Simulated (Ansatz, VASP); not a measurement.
MgO (Periclase) in VASP and in Ansatz

The input POSCAR:

```
MgO
1.0
    0.0000000000      2.1021680266      2.1021680266
    2.1021680266      0.0000000000      2.1021680266
    2.1021680266      2.1021680266      0.0000000000
Mg O
1 1
Direct
    0.0000000000      0.0000000000      0.0000000000
    0.5000000000      0.5000000000      0.5000000000
```

The input INCAR.step1:

```
PREC = Accurate
ENCUT = 520
ISMEAR = 0
SIGMA = 0.01
LREAL = False
LASPH = True
NELM = 80
NBANDS = 11
GGA = PE
ALGO = Normal
EDIFF = 1E-4
LWAVE = True
LCHARG = False
```

File INCAR.step2:

```
PREC = Accurate
ENCUT = 520
EDIFF = 1E-7
ISMEAR = 0
SIGMA = 0.01
LREAL = False
LASPH = True
NELM = 80
ALGO = Normal
ISIF = 2
LWAVE = False
LCHARG = False
METAGGA = R2SCAN
LMIXTAU = True
NBANDS = 11
ISTART = 1
```

File KPOINTS:

```
Automatic mesh
0
Gamma
  8 8 8
```

Input for Ansatz:

```yaml
crystal:
  lattice:
    - [0.0, 2.1021680266, 2.1021680266]
    - [2.1021680266, 0.0, 2.1021680266]
    - [2.1021680266, 2.1021680266, 0.0]
  atoms:
    - { symbol: Mg, position: [0.0, 0.0, 0.0] }
    - { symbol: O, position: [0.5, 0.5, 0.5] }
kpoints:
  mp_grid: { grid: [8, 8, 8] }
hamiltonian:
  xc: r2scan
scf:
  occupations: { method: fixed }
  n_extra_bands: 4
output:
  forces: true
  stress: true
  eigenvalues: true
```

Alike in both runs: task single point; functional r2SCAN; k mesh 8 × 8 × 8; no spin polarisation.

|  | VASP | Ansatz |
| --- | --- | --- |
| version | VASP 6.6.1 | Ansatz 0.2.0 |
| potentials or method | VASP PAW PBE potentials, release 64 (Mg, O) | plane waves, PAW |
| plane-wave cutoff (eV) | 520 | 500 |
| occupations | gaussian, width 0.01 eV | fixed |
| valence electrons in the cell | 8 | 16 |

|  | VASP | Ansatz | Ansatz less VASP |
| --- | --- | --- | --- |
| gap on the k mesh at the Fermi level (eV) | 5.66 | 5.68 | +0.025 |
| pressure (GPa) | -1.1 | 0.0 | +1.15 |

The two sets of potentials don't hold the same shells in valence.

Caveats: the PAW data sets were made with another functional, which shifts forces and pressure a little (VASP).
